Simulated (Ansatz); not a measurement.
# FeO (C2/c): equation of state

The task here is to estimate one member of a computed series from the others.

The COD entry's cell or inner coordinates are ideal or old and differ from later refinements, so a difference from it is no clean test against experiment.

Computed with Ansatz 0.2.0 (DFT PBE+U (U_eff = 4 eV on Fe 3d), scalar-relativistic, plane waves, PAW, unless a step's input says otherwise).

**The starting structure**

It takes space group C2/c (No. 15, monoclinic). The conventional cell has a = 5.478 Å, b = 3.106 Å, c = 5.476 Å, α = 90.00°, β = 112.23°, γ = 90.00°. Fe (site symmetry -1) is surrounded by 6 O at 2.06 to 2.30 Å. O (site symmetry 2) has 6 Fe at 2.06 to 2.30 Å as nearest neighbours.

Structure file:

```
Fe O
1.0
    -2.27221   -2.14008    4.33645
    -4.54602   -2.15833    2.15829
    -2.27221   -4.33651    2.14004
Fe O
2 2
Direct
  0.00000 0.00000 0.00000
  0.50000 0.50000 0.50000
  0.19612 0.25000 0.30389
  0.80388 0.75000 0.69611
```

An earlier run at PBE+U (U_eff = 4 eV on Fe 3d) left this cell at 10.781 Å³/atom and 0.01 GPa (8×8×8 mesh). The large moments point both ways and cancel.

Volume factors to run: 0.980, 1.020, 0.960, 1.040.

The first run:

The input, input.yaml:

```yaml
crystal:
  lattice:
    - [-2.2569554485, -2.1257138291, 4.3073430737]
    - [-4.5155057523, -2.1438475317, 2.143807258]
    - [-2.256962938, -4.3074011525, 2.1256810449]
  atoms:
    - { symbol: Fe, position: [0.0, 0.0, 0.0], spin: 3.69 }
    - { symbol: O, position: [1.1961245738, -0.7500011269, -0.6961149501] }
    - { symbol: Fe, position: [0.5, 0.5, 0.5], spin: -3.69 }
    - { symbol: O, position: [1.8038754262, -0.2499988731, -0.3038850499] }
basis:
  ecutwfc: 420
  ecutrho_ratio: 4
kpoints:
  mp_grid: { grid: [8, 8, 8] }
hamiltonian:
  xc: pbe
  hubbard:
    sites:
      - { species: Fe, l: d, u_eff: 4.0, starting_ns: start.occupation_matrices }
    ns_hold: { iters: 6 }
scf:
  occupations: { method: gaussian, width: 0.05 }
  lower_state_search: "off"
output:
  forces: true
  stress: true
  eigenvalues: true
  populations: true
magnetization:
  spin_polarized: true
relax:
  f_tol: 0.01
  max_steps: 40
  cell: { stress_tol: 0.1, fix: [volume] }
```

start.occupation_matrices holds the open shells' occupation matrices from the neighbouring geometry.

Launch:

```bash
> ansatz run input.yaml --threads 2 --pin off --max-ram 5120MiB --backend cpu --events-out ev --progress --plain --runs-dir out
```

Among the steps run: At 0.980 of the relaxed volume; Scaling the volume by 1.020; Scaling the volume by 0.960; Scaling the volume by 1.040.

One of the session's tables, all rows but one given; the rest of the session is left out.

It belongs to the step «The fit». 

| volume (Å³/atom) | energy (meV/atom) | pressure (GPa) | gap (eV) |
| --- | --- | --- | --- |
| 10.350 | 7.78 | 6.00 | 1.75 |
| 10.566 | 1.89 | 2.84 | 1.69 |
| 10.781 | 0.00 | 0.01 | 1.63 |
| 10.997 | ? | ? | ? |
| 11.212 | 6.48 | -4.62 | 1.53 |

Q: Estimate the row for volume (Å³/atom) = 10.997 from the others.

Worked estimate for «energy (meV/atom)». A straight line through the neighbours (10.781, 0.00) and (11.212, 6.48) gives 0.00 + (6.48 − 0.00) × (10.997 − 10.781) / (11.212 − 10.781) = 3.25; a parabola fitted to 3 rows on both sides gives 1.53.

As computed: energy (meV/atom): 1.68; pressure (GPa): -2.46; gap (eV): 1.58. In «energy (meV/atom)» the line misses by +1.57 and the parabola by -0.15.

To keep in mind: Warnings in the runs' records: stability check not made.
